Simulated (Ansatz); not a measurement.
HfC under changes of volume

One of the cells (12.568 Å³/atom); the others are scaled copies at fixed shape and fractional positions:

```
Hf C
1.0
     0.00000    2.32500    2.32500
     2.32500    0.00000    2.32500
     2.32500    2.32500    0.00000
Hf C
1 1
Direct
  0.50000 0.50000 0.50000
  0.00000 0.00000 0.00000
```

```yaml
Program: Ansatz 0.2.0
Functional: r2SCAN
Potentials_or_basis: Ansatz PAW
Cutoff: "500 eV (not typed: the program's choice for these potentials)"
k_mesh: 10 × 10 × 10
Occupations: fermi-dirac, width 0.05 eV
Spin: no spin polarisation
```

```tsv
volume (Å³/atom)	energy over the lowest point (meV/atom)	pressure (GPa)
11.814	?	?
12.065	11.64	9.2
12.317	1.67	3.6
12.568	0.00	-1.4
12.819	5.84	-6.0
13.071	18.49	-10.1
13.322	37.32	-13.8
```

Task: What does the run at 11.814 Å³/atom give?

Result: Energy over the lowest point 30.74 meV/atom; pressure 15.3 GPa.

Worked out: A Birch-Murnaghan fit of order 3 (a polynomial in V^(-2/3)) to the other rows has its minimum at 12.50 Å³/atom with B0 = V·E''(V) = 244 GPa and B' = 3.8. It gives 30.67 meV/atom at 11.814 Å³/atom, against the run's 30.74, and -dE/dV = 15.2 GPa, against 15.3.

Energies are extrapolated to zero smearing.

Caveats: the PAW data sets come from PBE, with cores solved anew for the run's functional, which leaves a small shift of forces and pressure.
